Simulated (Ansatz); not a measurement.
Runs of Ansatz 0.2.0 on Si2Mo. The structure is tetragonal, space group I4/mmm (No. 139). Conventional cell: a = 3.200 Å, b = 3.200 Å, c = 7.861 Å, α = 90.00°, β = 90.00°, γ = 90.00°. Mo (site symmetry 4/mmm) is surrounded by 10 Si at 2.62 Å. Around Si (site symmetry 4mm) lie 5 Si at 2.61 to 2.63 Å and 5 Mo at 2.62 Å. 

```csv
task,level,potentials or basis,k mesh,cutoff (eV),smearing,basis error allowed,mesh quality,gap on the mesh (eV),pressure (GPa),V0 of scaled cells (Å³/atom),B0 (GPa),largest force (eV/Å)
single point,PBE,"all-electron LAPW, scalar-relativistic",7 × 7 × 7,205,fermi-dirac 0.03 eV,0.002 eV/atom,coarse,none,2.3,-,-,0.30
single point,PBE,"all-electron LAPW, scalar-relativistic",7 × 7 × 7,205,fermi-dirac 0.04 eV,0.002 eV/atom,coarse,none,2.3,-,-,0.30
equation of state,PBEsol,"all-electron LAPW, scalar-relativistic",12 × 12 × 12,-,fermi-dirac 0.05 eV,0.001 eV/atom,not flagged,-,-,13.25,222,-
band structure,PBEsol,"all-electron LAPW, scalar-relativistic",12 × 12 × 12,205,fermi-dirac 0.05 eV,0.002 eV/atom,not flagged,-,-2.7,-,-,0.33
density of states,PBE,all-electron PAW datasets made for the crystal,12 × 12 × 12,300,fermi-dirac 0.05 eV,-,not flagged,none,2.3,-,-,0.28
equation of state,PBEsol,"all-electron LAPW, scalar-relativistic",12 × 12 × 12,-,fermi-dirac 0.05 eV,0.002 eV/atom,not flagged,-,-,13.25,222,-
equation of state,LDA,"all-electron LAPW, scalar-relativistic",12 × 12 × 12,-,fermi-dirac 0.05 eV,0.002 eV/atom,not flagged,-,-,13.04,(b),-
band structure,LDA,"all-electron LAPW, scalar-relativistic",12 × 12 × 12,205,fermi-dirac 0.05 eV,0.002 eV/atom,not flagged,-,-6.1,-,-,(a)
```

Alike in all rows: no spin polarisation; cell as given.

Question: Fill in the values left out.

Answer: (a) 0.38; (b) 229.

Caveats: some runs use coarse meshes; the cell was scaled at fixed shape and fractional positions, which overstates the stiffness of a crystal with free parameters, most of all of layers and chains (some runs); the k mesh is thin for a metal, which can move the energy by tens of meV per atom (some runs); the program warned that the printed levels may be off, so bands, gaps and densities of states are rough (some runs).

A k mesh can miss the band edges, and the runs leave out spin-orbit coupling on Mo.

A gap of «none» marks a metal or a gap under the smearing width.

Not every run made on this cell is shown here.
